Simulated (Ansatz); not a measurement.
The reference is GeO2 (space group P3_121, No. 152; a = 5.093 Å, c = 5.768 Å).

Calculations: Ansatz (an electronic-structure program) PBE, no spin-orbit coupling.

One change was made to it. Results:

```csv
quantity,base,after
gap character,"indirect, K → Γ",direct at Γ
electron mass,"0.41 mₑ along c, 0.45 mₑ across (at Γ)",0.31 mₑ (at Γ)
band gap,3.22 eV,2.83 eV
```

### Question
What was done to the base?
(A) pressure 18 GPa
(B) pressure −1 GPa
(C) pressure 60 GPa
(D) pressure 30 GPa

### Answer
C, pressure 60 GPa. For comparison, the band gap in the other runs: pressure −1 GPa gives 3.16 eV; pressure 18 GPa gives 3.32 eV; pressure 30 GPa gives 3.22 eV.

Load acts through the strain it causes; cell and atoms are relaxed under it. Masses are band curvatures over ±0.01 Å⁻¹ around the edge. No phonon test of stability was made. No other phases were tried under pressure.
